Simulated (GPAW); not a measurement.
# MgS (Niningerite) (Fm-3m) in GPAW: notebook

Aim: see how the results for MgS (Niningerite) move with the level of theory and the settings. Levels: PBEsol+D4, PBE+D4, PW91, BLYP+D3(BJ), LDA. Tasks: equation of state, band structure.

Program: GPAW 26.7.0. These are calculated values, not measurements. Logs are shortened: lines on timing, memory, paths and dates and some standing lists are left out, and cuts for length are marked. The log counts tension as positive stress, the text compression.

### 1 Starting point

Symmetry: Fm-3m, No. 225, cubic system. Conventional cell: a = 5.203 Å, b = 5.203 Å, c = 5.203 Å, α = 90.00°, β = 90.00°, γ = 90.00°. S (site symmetry m-3m) is surrounded by 6 Mg at 2.60 Å. Mg (site symmetry m-3m) is surrounded by 6 S at 2.60 Å.

### 2 Equation of state, PBEsol+D4

The input, run.py:

```python
from ase.calculators.mixing import SumCalculator
from ase.eos import EquationOfState
from ase.io import Trajectory, read
from ase.units import GPa
from dftd4.ase import DFTD4
from gpaw import GPAW, PW, setup_paths

setup_paths.insert(0, '.')

atoms = read('POSCAR')

traj = Trajectory('eos.traj', 'w')
volumes, energies = [], []
for x in [0.94, 0.96, 0.98, 1.0, 1.02, 1.04, 1.06]:
    a = atoms.copy()
    a.set_cell(atoms.cell * x**(1 / 3), scale_atoms=True)
    calc = GPAW(mode=PW(800),
                xc='PBEsol',
                kpts={'size': (7, 7, 7), 'gamma': True},
                occupations={'name': 'fermi-dirac', 'width': 0.05},
                nbands=16,
                convergence={'density': 1e-05, 'energy': 1e-05},
                maxiter=150,
                txt=f'eos-{x:.2f}.txt')
    a.calc = SumCalculator([calc, DFTD4(method='pbesol')])
    energies.append(a.get_potential_energy())
    volumes.append(a.get_volume())
    p = -a.get_stress()[:3].mean() / GPa
    calc.write(f'eos-{x:.2f}.gpw')
    traj.write(a)
    print(f'{x:.2f} {volumes[-1]:10.4f} A^3 {energies[-1]:14.6f} eV {p:9.3f} GPa', flush=True)

v0, e0, B = EquationOfState(volumes, energies, eos='birchmurnaghan').fit()
print(f'V0 = {v0:.4f} A^3, E0 = {e0:.6f} eV, B0 = {B / GPa:.2f} GPa')
```

The input, POSCAR:

```
MgS
1.0
    0.0000000000      2.6016500000      2.6016500000
    2.6016500000      0.0000000000      2.6016500000
    2.6016500000      2.6016500000      0.0000000000
S Mg
1 1
Direct
    0.5000000000      0.5000000000      0.5000000000
    0.0000000000      0.0000000000      0.0000000000
```

Potentials or basis: PAW data sets generated in the run's folder for this functional, pw.

Command:

```bash
$ gpaw-setup -f PBEsol Mg S
$ OMP_NUM_THREADS=1 python run.py
```

The program printed:

```text
__  _  _
 | _ |_)|_||  |
 |__||  | ||/\| - 26.7.0

Input parameters:
  mode=PW(ecut=800.0),
  convergence={'density': 1e-05, 'energy': 1e-05},
  kpts=MonkhorstPack(size=(7, 7, 7), gamma=True),
  maxiter=150,
  nbands=16,
  occupations=Occupations(name='fermi-dirac', width=0.05),
  xc=XC(name='PBEsol')

Diagonalizing LCAO Hamiltonian
Converting LCAO to pw mode

               S

       Mg

Atoms  # Å, Bohr magnetons
|   | symbol |        x |        y |        z |    initial magnetic moments |
|---|--------|----------|----------|----------|-----------------------------|
| 0 |      S | 2.548540 | 2.548540 | 2.548540 | ( 0.0000,  0.0000,  0.0000) |
| 1 |     Mg | 0.000000 | 0.000000 | 0.000000 | ( 0.0000,  0.0000,  0.0000) |

Unit cell  # Å
| periodic |        x |        y |        z |  lengths |    angles |
|----------|----------|----------|----------|----------|-----------|
|      yes | 0.000000 | 2.548540 | 2.548540 | 3.604180 | 60.000000 |
|      yes | 2.548540 | 0.000000 | 2.548540 | 3.604180 | 60.000000 |
|      yes | 2.548540 | 2.548540 | 0.000000 | 3.604180 | 60.000000 |

Number of symmetries: 48
[... 51 lines left out ...]

BZ-sampling:
  Number of BZ points: 343
  Number of IBZ points: 20

  Monkhorst-Pack size: [7, 7, 7]
  Monkhorst-Pack shift: [0, 0, 0]

K-points  # in reciprocal-cell coordinates
|     |                                coordinates |     weight |
|-----|--------------------------------------------|------------|
|   0 | (  0.00000000,   0.00000000,   0.00000000) | 0.00291545 |
|   1 | (  0.14285714,   0.14285714,   0.00000000) | 0.01749271 |
|   2 | (  0.14285714,   0.14285714,   0.14285714) | 0.02332362 |
|   3 | (  0.28571429,   0.14285714,   0.14285714) | 0.03498542 |
|   4 | (  0.28571429,   0.28571429,   0.00000000) | 0.01749271 |
|   5 | (  0.28571429,   0.28571429,   0.14285714) | 0.06997085 |
|   6 | (  0.28571429,   0.28571429,   0.28571429) | 0.02332362 |
|   7 | (  0.42857143,  -0.28571429,  -0.28571429) | 0.03498542 |
|   8 | (  0.42857143,   0.28571429,  -0.42857143) | 0.13994169 |
|   9 | (  0.42857143,   0.28571429,  -0.28571429) | 0.06997085 |
| ... |                                            |            |
|  19 | (  0.42857143,   0.42857143,   0.42857143) | 0.02332362 |

Plane wave coefficients: 1721
Cutoff: 800.0 eV

Spin-components: 1 (collinear spins)
Bands:           16
Projectors:      10
Spin-degeneracy: 2
Datatype:        complex128

Parallelization:
  kpt:    1
  domain: 1
  band:   1

Density:
  Valence electrons: 16.0
  Components: 1
  Grid points: [24 24 24]
  Charge: 0.0  # |e|

Potential:
  Grid points: [24 24 24]

species:
  S:
    name:    Sulfur
    Z:       16.0
    valence: 6
    core:    10
    charge:  0.0  # [|e|]
    compensation charges:
      type: gauss
      rc: 0.24  # [Å]
      lmax: 2
    cutoffs:
      filter: 1.77  # [Å]
      core: 1.66  # [Å]
    projectors
    | kind |    occ | energy [eV] | rcut [Å] |
    |------|--------|-------------|----------|
    |   3s |  2.000 |     -17.192 |    0.974 |
    |   3p |  4.000 |      -6.978 |    0.979 |
    |    s |        |      10.020 |    0.974 |
    |    p |        |      20.234 |    0.979 |
    |    d |        |       0.000 |    0.900 |

    Using partial waves for S as LCAO basis

  Mg:
    name:    Magnesium
    Z:       12.0
    valence: 10
    core:    2
    charge:  0.0  # [|e|]
    compensation charges:
      type: gauss
      rc: 0.33  # [Å]
      lmax: 2
    cutoffs:
      filter: 1.86  # [Å]
      core: 0.54  # [Å]
    projectors
    | kind |    occ | energy [eV] | rcut [Å] |
    |------|--------|-------------|----------|
    |   2s |  2.000 |     -79.588 |    1.090 |
    |   3s |  2.000 |      -4.679 |    1.090 |
    |   2p |  6.000 |     -46.550 |    1.085 |
    |   3p |  0.000 |      -1.306 |    1.085 |
    |    d |        |       0.000 |    1.037 |

    Using partial waves for Mg as LCAO basis

Reference energy: -16277.884661  # eV

eigensolver:
  PPCG
  Converge bands: occupied
  niter=2

density mixing:
  MSR1-Mixer
  Pratt-step length: 0.05
  Maximum mixing coefficient: 0.75
  Old densities: 10
  SVD Regularization: 0.005
  Good broyden scale: 1.0
  Trust region scale: 1.0
  Backstep threshold: 4.0
  History deletion threshold: 6.0
  Fourier metric: weight=20.0, sigma=0.015

occupation numbers:
  Fermi-Dirac:
    width: 0.0500  # eV

poisson solver:
  ecut: 6400.0  # eV

xc functional:
  name: PBEsol with 2 nearest neighbor stencil

convergence criteria:
- Maximum integral of absolute [dens]ity change: 1e-05 electrons / valence electron
- Maximum [total energy] change in last 3 cyles: 1e-05 eV / valence electron
- Maximum integral of absolute [eigenst]ate change: 4e-08 eV^2 / valence electron
maximum number of iterations: 150

SCF iterations
|iter     | |      energy | eigst |  dens |
|---------|-|-------------|-------|-------|
|iter:   1| |   -9.432410 | -0.00 |       |
|iter:   2| |   -9.377385 | -2.35 | -1.18 |
|iter:   3| |   -9.147407 | -1.82 | -1.22 |
|iter:   4| |   -9.149737 | -3.48 | -1.83 |
|iter:   5| |   -9.150453 | -4.20 | -2.24 |
|iter:   6| |   -9.150460 | -6.06 | -3.51 |
|iter:   7| |   -9.150461c| -7.18 | -3.97 |
|iter:   8| |   -9.150461c| -8.26c| -4.89 |
|iter:   9| |   -9.150461c| -9.30c| -5.73c|

Converged in 9 steps
Energy contributions relative to reference atoms: (reference = -16277.884661)

Energy contributions:
  Kinetic:          10.393618
  Coulomb:          -8.394018
  Zero:              0.047007
  External:          0.000000
  Xc:              -11.197068
  Entropy:          -0.000000
  Spinorbit:         0.000000
  ----------------------------
  Free energy:      -9.150461
  Extrapolated:     -9.150461

dipole moment: (-7.317391, -7.317391, -7.317391)  # |e|*Ang

Fermi level: 6.693
Eigenvalues  # (at kpt = [0.000, 0.000, 0.000])
| band index |      eig [eV] | occ [0-2] |
|------------|---------------|-----------|
|          0 |       -69.148 |     2.000 |
|          1 |       -36.120 |     2.000 |
|          2 |       -36.120 |     2.000 |
|          3 |       -36.120 |     2.000 |
|          4 |        -7.842 |     2.000 |
|          5 |         5.210 |     2.000 |
[... 8 lines left out ...]
|         14 |        17.656 |     0.000 |
|         15 |        18.896 |     0.000 |

Gap: 3.053 eV
Transition (v -> c):
  (s=0, k=0, n=7, [0.00, 0.00, 0.00]) -> (s=0, k=16, n=8, [0.43, 0.43, 0.00])
Direct/indirect transitions are different
Direct gap: 4.096 eV
Transition at: (s=0, k=0, n=7, [0.00, 0.00, 0.00])

Stress tensor  # eV/Ang^3
|         x |         y |         z |
|-----------|-----------|-----------|
| -0.027304 |  0.000000 |  0.000000 |
|  0.000000 | -0.027304 |  0.000000 |
|  0.000000 |  0.000000 | -0.027304 |

# Writing to eos-0.94.gpw (mode='')
```

Wall time 83 s (1 thread of Arm Neoverse V1, shared host); peak memory 0.25 GiB.

What came out:

```yaml
Equilibrium_volume: 17.09 Å³/atom
Bulk_modulus: 81 GPa
Pressure_derivative_of_the_bulk_modulus: 4.1
```

Energy against volume, from the lowest point:
```
volume (Å³/atom)  energy (meV/atom)
          16.553               4.17
          16.905               0.13
          17.257               0.00
          17.609               3.39
          17.962               9.93
          18.314              19.35
          18.666              31.34
```

### 3 Equation of state, PBE+D4

run.py, as its differences from that of step 2:

```diff
@@ -1,11 +1,16 @@
+from ase import Atoms
 from ase.calculators.mixing import SumCalculator
 from ase.eos import EquationOfState
-from ase.io import Trajectory, read
+from ase.io import Trajectory
 from ase.units import GPa
 from dftd4.ase import DFTD4
-from gpaw import GPAW, PW, setup_paths
+from gpaw import GPAW, PW
 
-setup_paths.insert(0, '.')
-
-atoms = read('POSCAR')
+atoms = Atoms(['S', 'Mg'],
+              cell=[[0.0, 2.60165, 2.60165],
+                    [2.60165, 0.0, 2.60165],
+                    [2.60165, 2.60165, 0.0]],
+              scaled_positions=[[0.5, 0.5, 0.5],
+                                [0.0, 0.0, 0.0]],
+              pbc=True)
 
@@ -17,3 +22,3 @@
     calc = GPAW(mode=PW(800),
-                xc='PBEsol',
+                xc='PBE',
                 kpts={'size': (7, 7, 7), 'gamma': True},
@@ -24,3 +29,3 @@
                 txt=f'eos-{x:.2f}.txt')
-    a.calc = SumCalculator([calc, DFTD4(method='pbesol')])
+    a.calc = SumCalculator([calc, DFTD4(method='pbe')])
     energies.append(a.get_potential_energy())
```

Potentials or basis: GPAW PAW data sets (gpaw-data 1.2.1), pw.

Command:

```bash
$ OMP_NUM_THREADS=1 python run.py
```

Wall time 79 s (1 thread of Arm Neoverse V1, shared host); peak memory 0.27 GiB.

The run converged. Its results:

```yaml
Equilibrium_volume: 17.27 Å³/atom
Bulk_modulus: 80 GPa
Pressure_derivative_of_the_bulk_modulus: 4.1
```

Energy against volume, from the lowest point:
```tsv
volume (Å³/atom)	energy (meV/atom)
16.553	8.06
16.905	2.03
17.257	0.00
17.609	1.57
17.962	6.39
18.314	14.16
18.666	24.56
```

### 4 Band structure, PW91

The input, run.py:

```python
from ase.dft.bandgap import bandgap
from ase.io import read, write
from ase.units import GPa
from gpaw import GPAW, PW, setup_paths

setup_paths.insert(0, '.')

atoms = read('MgS.xyz')

calc = GPAW(mode=PW(800),
            xc='GGA_X_PW91+GGA_C_PW91',
            kpts={'size': (7, 7, 7), 'gamma': True},
            occupations={'name': 'fermi-dirac', 'width': 0.05},
            nbands=16,
            convergence={'density': 1e-05, 'energy': 1e-05},
            maxiter=150,
            txt='gpaw.txt')
atoms.calc = calc
energy = atoms.get_potential_energy()
forces = atoms.get_forces()
stress = atoms.get_stress()
calc.write('gs.gpw')
write('result.traj', atoms)
print(f'Energy: {energy:.6f} eV')
print('Forces (eV/A):')
print(forces.round(4))
print('Stress (GPa):', (stress / GPa).round(3))
print('Fermi level:', round(calc.get_fermi_level(), 4), 'eV')
print(f'Gap: {bandgap(calc)[0]:.4f} eV, direct: {bandgap(calc, direct=True)[0]:.4f} eV')

path = atoms.cell.bandpath('GXWKGLUWLK,UX', npoints=80, eps=1e-4)
bs_calc = calc.fixed_density(kpts=path, symmetry='off', nbands=26,
                             convergence={'bands': 'CBM+6.0', 'eigenstates': 1e-6}, txt='bands.txt')
bs = bs_calc.band_structure()
bs.write('bs.json')
print(f'Gap on the path: {bandgap(bs_calc)[0]:.4f} eV')
```

The input, MgS.xyz:

```xyz
2
Lattice="0.0000000000 2.6016500000 2.6016500000 2.6016500000 0.0000000000 2.6016500000 2.6016500000 2.6016500000 0.0000000000" Properties=species:S:1:pos:R:3 pbc="T T T"
S      2.6016500000      2.6016500000      2.6016500000
Mg     0.0000000000      0.0000000000      0.0000000000
```

Potentials or basis: PAW data sets generated in the run's folder for this functional, pw.

Command:

```bash
$ gpaw-setup -f GGA_X_PW91+GGA_C_PW91 Mg S
$ OMP_NUM_THREADS=1 python run.py
```

Run time: 42 s. Hardware: 1 thread of Arm Neoverse V1, shared host; peak memory 0.27 GiB.

The run converged. Its results:

```yaml
Free_energy: -8.6718 eV
Pressure: 1.1 GPa
Band_gap_on_the_k_mesh: 3.03 eV, indirect (least direct gap 3.73 eV)
Band_gap_along_the_path: 2.81 eV, indirect (least direct gap 3.73 eV)
```

Levels at the corners of the path, in eV from the valence-band top:
| point | band 4 | band 5 | band 6 | band 7 | band 8 | band 9 | band 10 | band 11 | band 12 | band 13 |
| --- | --- | --- | --- | --- | --- | --- | --- | --- | --- | --- |
| Γ | -41.75 | -12.66 | 0.00 | 0.00 | 0.00 | 3.73 | 7.94 | 7.94 | 7.94 | 10.28 |
| X | -41.76 | -11.00 | -4.17 | -1.67 | -1.67 | 2.81 | 4.42 | 12.02 | 12.68 | 13.41 |
| W | -41.76 | -10.95 | -3.21 | -3.21 | -2.34 | 5.27 | 7.96 | 7.96 | 8.07 | 14.37 |
| K | -41.76 | -11.00 | -3.67 | -3.17 | -1.35 | 3.94 | 6.71 | 9.68 | 10.08 | 11.92 |
| Γ | -41.75 | -12.66 | 0.00 | 0.00 | 0.00 | 3.73 | 7.94 | 7.94 | 7.94 | 10.28 |
| L | -41.75 | -11.36 | -4.81 | -0.59 | -0.59 | 4.56 | 6.91 | 6.91 | 10.18 | 12.19 |
| U | -41.76 | -11.00 | -3.67 | -3.17 | -1.35 | 3.94 | 6.71 | 9.68 | 10.08 | 11.92 |
| W | -41.76 | -10.95 | -3.21 | -3.21 | -2.34 | 5.27 | 7.96 | 7.96 | 8.07 | 14.37 |
| L | -41.75 | -11.36 | -4.81 | -0.59 | -0.59 | 4.56 | 6.91 | 6.91 | 10.18 | 12.19 |
| K | -41.76 | -11.00 | -3.67 | -3.17 | -1.35 | 3.94 | 6.71 | 9.68 | 10.08 | 11.92 |
| U | -41.76 | -11.00 | -3.67 | -3.17 | -1.35 | 3.94 | 6.71 | 9.68 | 10.08 | 11.92 |
| X | -41.76 | -11.00 | -4.17 | -1.67 | -1.67 | 2.81 | 4.42 | 12.02 | 12.68 | 13.41 |

Caveat: the mesh misses the band edges, which the band path finds closer together. PW91 gaps usually lie below the measured ones, often by a third to a half.

### 5 Equation of state, BLYP+D3(BJ)

The input, run.py:

```python
from ase.calculators.mixing import SumCalculator
from ase.eos import EquationOfState
from ase.io import Trajectory, read
from ase.units import GPa
from dftd3.ase import DFTD3
from gpaw import GPAW, PW, setup_paths

setup_paths.insert(0, '.')

atoms = read('POSCAR')

traj = Trajectory('eos.traj', 'w')
volumes, energies = [], []
for x in [0.94, 0.96, 0.98, 1.0, 1.02, 1.04, 1.06]:
    a = atoms.copy()
    a.set_cell(atoms.cell * x**(1 / 3), scale_atoms=True)
    calc = GPAW(mode=PW(800),
                xc='BLYP',
                kpts={'size': (7, 7, 7), 'gamma': True},
                occupations={'name': 'fermi-dirac', 'width': 0.05},
                nbands=16,
                convergence={'density': 1e-05, 'energy': 1e-05},
                eigensolver='davidson',
                maxiter=150,
                txt=f'eos-{x:.2f}.txt')
    a.calc = SumCalculator([calc, DFTD3(method='blyp', damping='d3bj')])
    energies.append(a.get_potential_energy())
    volumes.append(a.get_volume())
    p = -a.get_stress()[:3].mean() / GPa
    calc.write(f'eos-{x:.2f}.gpw')
    traj.write(a)
    print(f'{x:.2f} {volumes[-1]:10.4f} A^3 {energies[-1]:14.6f} eV {p:9.3f} GPa', flush=True)

v0, e0, B = EquationOfState(volumes, energies, eos='birchmurnaghan').fit()
print(f'V0 = {v0:.4f} A^3, E0 = {e0:.6f} eV, B0 = {B / GPa:.2f} GPa')
```

POSCAR is that of step 2.

Command:

```bash
$ gpaw-setup -f BLYP Mg S
$ OMP_NUM_THREADS=1 python run.py
```

Run time: 65 s. Hardware: 1 thread of Arm Neoverse V1, shared host; peak memory 0.27 GiB.

It converged, with:

```yaml
Equilibrium_volume: 16.79 Å³/atom
Bulk_modulus: 84 GPa
Pressure_derivative_of_the_bulk_modulus: 4.0
```

Energy against volume, from the lowest point:
```csv
volume (Å³/atom),energy (meV/atom)
16.553,0.72
16.905,0.00
17.257,3.04
17.609,9.42
17.962,18.85
18.314,31.02
18.666,45.62
```

### 6 Equation of state, LDA

run.py, as its differences from that of step 5:

```diff
@@ -1,2 +1 @@
-from ase.calculators.mixing import SumCalculator
 from ase.eos import EquationOfState
@@ -4,3 +3,2 @@
 from ase.units import GPa
-from dftd3.ase import DFTD3
 from gpaw import GPAW, PW, setup_paths
@@ -9,3 +7,3 @@
 
-atoms = read('POSCAR')
+atoms = read('MgS.xyz')
 
@@ -17,3 +15,3 @@
     calc = GPAW(mode=PW(800),
-                xc='BLYP',
+                xc='LDA',
                 kpts={'size': (7, 7, 7), 'gamma': True},
@@ -22,7 +20,6 @@
                 convergence={'density': 1e-05, 'energy': 1e-05},
-                eigensolver='davidson',
                 maxiter=150,
                 txt=f'eos-{x:.2f}.txt')
-    a.calc = SumCalculator([calc, DFTD3(method='blyp', damping='d3bj')])
-    energies.append(a.get_potential_energy())
+    a.calc = calc
+    energies.append(a.get_potential_energy(force_consistent=True))
     volumes.append(a.get_volume())
```

MgS.xyz is that of step 4.

Potentials or basis: PAW data sets generated in the run's folder for this functional, pw.

Command:

```bash
$ gpaw-setup -f LDA Mg S
$ OMP_NUM_THREADS=1 python run.py
```

It took 71 s on 1 thread of Arm Neoverse V1, shared host; peak memory 0.25 GiB.

It converged, with:

| Quantity | Value |
| --- | --- |
| Equilibrium volume | 16.88 Å³/atom |
| Bulk modulus | 83 GPa |
| Pressure derivative of the bulk modulus | 4.1 |

Energy against volume, from the lowest point:
```
volume (Å³/atom)  energy (meV/atom)
          16.553               1.74
          16.905               0.00
          17.257               2.06
          17.609               7.54
          17.962              16.08
          18.314              27.40
          18.666              41.20
```

LDA usually gives volumes a few per cent too small. Zero-point motion and thermal expansion aren't in these numbers.

### 7 Overview

```csv
task,level,potentials or basis,band path,band points,eigensolver,V0 of scaled cells (Å³/atom),B0 (GPa)
equation of state,PBEsol+D4,"PAW data sets generated in the run's folder for this functional, pw",-,-,-,17.09,81
equation of state,PBE+D4,"GPAW PAW data sets (gpaw-data 1.2.1), pw",-,-,-,17.27,80
band structure,PW91,"PAW data sets generated in the run's folder for this functional, pw","GXWKGLUWLK,UX",80,-,-,-
equation of state,BLYP+D3(BJ),"PAW data sets generated in the run's folder for this functional, pw",-,-,davidson,16.79,84
equation of state,LDA,"PAW data sets generated in the run's folder for this functional, pw",-,-,-,16.88,83
```

Alike in all rows: no spin polarisation; cell as given; k mesh 7 × 7 × 7; cutoff (eV) 800; smearing fermi-dirac 0.05 eV.

Caveats: the mesh misses the band edges, which the band path finds closer together (some runs).

Absolute energies hang on the potentials; compare differences alone.
